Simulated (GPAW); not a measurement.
Write an ASE script for GPAW 26.7.0 that does the following.

| Item | Value |
| --- | --- |
| Task | single point |
| Functional | PBEsol |
| Potentials or basis | PAW data sets generated in the run's folder for this functional |
| Cutoff | 800 eV |
| Basis | pw |
| k mesh | 11 × 11 × 11 |
| Occupations | fermi-dirac, width 0.05 eV |
| Spin | collinear spin, ferromagnetic start |
| Starting moments | [3.0, 0.0] μB |
| Ranks | 4 |
| Maxiter | 150 |

FeO (Wuestite):

```xyz
2
Lattice="0.0000 2.1554 2.1554 2.1554 0.0000 2.1554 2.1554 2.1554 0.0000" Properties=species:S:1:pos:R:3 pbc="T T T"
Fe    0.0449    0.0680    0.0221
O     2.1631    2.1655    2.2137
```

The cell isn't the ideal one: atoms moved at random, drawn with an rms of 0.05 Å.

The input as run:

run.py

```python
from ase import Atoms
from ase.dft.bandgap import bandgap
from ase.io import write
from ase.units import GPa
from ase.parallel import parprint
from gpaw import GPAW, PW, setup_paths

setup_paths.insert(0, '.')

atoms = Atoms(['Fe', 'O'],
              cell=[[0.0, 2.1554, 2.1554],
                    [2.1554, 0.0, 2.1554],
                    [2.1554, 2.1554, 0.0]],
              scaled_positions=[[0.010502, -0.000227, 0.021058],
                                [0.514065, 0.512988, 0.490605]],
              pbc=True)
atoms.set_initial_magnetic_moments([3.0, 0.0])

calc = GPAW(mode=PW(800),
            xc='PBEsol',
            kpts={'size': (11, 11, 11), 'gamma': True},
            occupations={'name': 'fermi-dirac', 'width': 0.05},
            nbands=17,
            convergence={'density': 1e-05, 'energy': 1e-05},
            maxiter=150,
            txt='gpaw.txt')
atoms.calc = calc
energy = atoms.get_potential_energy()
forces = atoms.get_forces()
stress = atoms.get_stress()
calc.write('gs.gpw')
write('result.traj', atoms)
parprint(f'Energy: {energy:.6f} eV')
parprint('Forces (eV/A):')
parprint(forces.round(4))
parprint('Stress (GPa):', (stress / GPa).round(3))
parprint('Moments:', calc.get_magnetic_moments().round(3))
parprint('Fermi level:', round(calc.get_fermi_level(), 4), 'eV')
parprint(f'Gap: {bandgap(calc)[0]:.4f} eV, direct: {bandgap(calc, direct=True)[0]:.4f} eV')
```

Potentials or basis: PAW data sets generated in the run's folder for this functional, pw.

Launch:

```sh
$ gpaw-setup -f PBEsol Fe O
$ OMP_NUM_THREADS=1 mpirun -n 4 gpaw python run.py
```

Results of the run:

```yaml
Pressure: -6.5 GPa
Largest_force: 0.222 eV/Å
Band_gap_on_the_k_mesh: none (metal or under the smearing width)
Net_moment: 4.00 μB per cell
Site_moments: Fe +3.53; O +0.24 μB
```

Caveat: a cell with one magnetic atom can't hold antiferromagnetic order, which such compounds often take; semilocal functionals often make such compounds metallic where correlation or magnetic order opens a gap, which also shifts bond lengths.

It took 100 s on 4 MPI ranks on Arm Neoverse V1 (shared host), peak memory 0.31 GiB a rank.
